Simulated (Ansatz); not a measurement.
# ZnSnP2: the cell at several levels of theory

The task here is to estimate one member of a computed series from the others.

Program: Ansatz 0.2.0. PAW datasets, plane waves, zero pressure. The values are computed, spin-unpolarised, and not measurements.

## Starting point

The symmetry is I-42d (No. 122, tetragonal); a = 5.648 Å, c = 11.324 Å in the conventional setting, 22.57 Å³ an atom. Around Zn lie 4 P at 2.38 Å; around Sn lie 4 P at 2.52 Å; around P lie 2 Zn at 2.38 Å and 2 Sn at 2.52 Å.

Structure file:

```cif
data_structure
_symmetry_space_group_name_H-M 'I-42d'
_symmetry_Int_Tables_number 122
_cell_length_a 5.6475
_cell_length_b 5.6475
_cell_length_c 11.3243
_cell_angle_alpha 90.000
_cell_angle_beta 90.000
_cell_angle_gamma 90.000
_cell_volume 361.18
loop_
_atom_site_label
_atom_site_type_symbol
_atom_site_symmetry_multiplicity
_atom_site_Wyckoff_symbol
_atom_site_fract_x
_atom_site_fract_y
_atom_site_fract_z
_atom_site_occupancy
Zn1 Zn 4 a 0.00000 0.50000 0.25000 1
Sn1 Sn 4 b 0.50000 0.00000 0.25000 1
P1 P 8 d 0.22862 0.25000 0.12500 1
```

Set-up of the first run:

input.yaml reads:

```yaml
crystal:
  lattice:
    - [-2.823750704, 2.823750704, 5.6621699048]
    - [2.823750704, -2.823750704, 5.6621699048]
    - [2.823750704, 2.823750704, -5.6621699048]
  atoms:
    - { symbol: Zn, position: [0.75, 0.25, 0.5] }
    - { symbol: Zn, position: [0.0, 0.0, 0.0] }
    - { symbol: Sn, position: [0.25, 0.75, 0.5] }
    - { symbol: Sn, position: [0.5, 0.5, 0.0] }
    - { symbol: P, position: [0.375, 0.35362308, 0.47862308] }
    - { symbol: P, position: [0.64637692, 0.125, 0.02137692] }
    - { symbol: P, position: [0.10362308, 0.625, 0.97862308] }
    - { symbol: P, position: [0.875, 0.89637692, 0.52137692] }
kpoints:
  mp_grid: { grid: [6, 6, 6] }
hamiltonian:
  xc: pbe
scf:
  occupations: { method: fermi_dirac, width: 0.02 }
relax:
  f_tol: 0.005
  cell: {}
```

On the command line:

```sh
$ ansatz run input.yaml --threads 2 --pin off --max-ram 29491MiB --backend cpu --events-out ev --progress --plain --runs-dir out
```

Among the steps run: Relaxing with PBE; Relaxing with r2SCAN; PBEsol: cell and atoms; LDA: cell and atoms.

One of the session's tables, all rows but one given; the rest of the session is left out.

```
 level  a (Å)   c (Å)  volume (Å³/atom)
   PBE  5.702  11.434            23.236
r2SCAN      ?       ?                 ?
PBEsol  5.621  11.283            22.284
   LDA  5.571  11.187            21.699
```

Estimate the missing values for r2SCAN.

**Answer.** a (Å): 5.650; c (Å): 11.327; volume (Å³/atom): 22.603. In the column «a (Å)» it lies between PBEsol (5.621) and PBE (5.702).

From the start to the first minimum the volume moved by +2.9 %. The volume runs from LDA (least) to PBE (most), a spread of 7.1 %, or 2.3 % in length if all axes shared it alike.
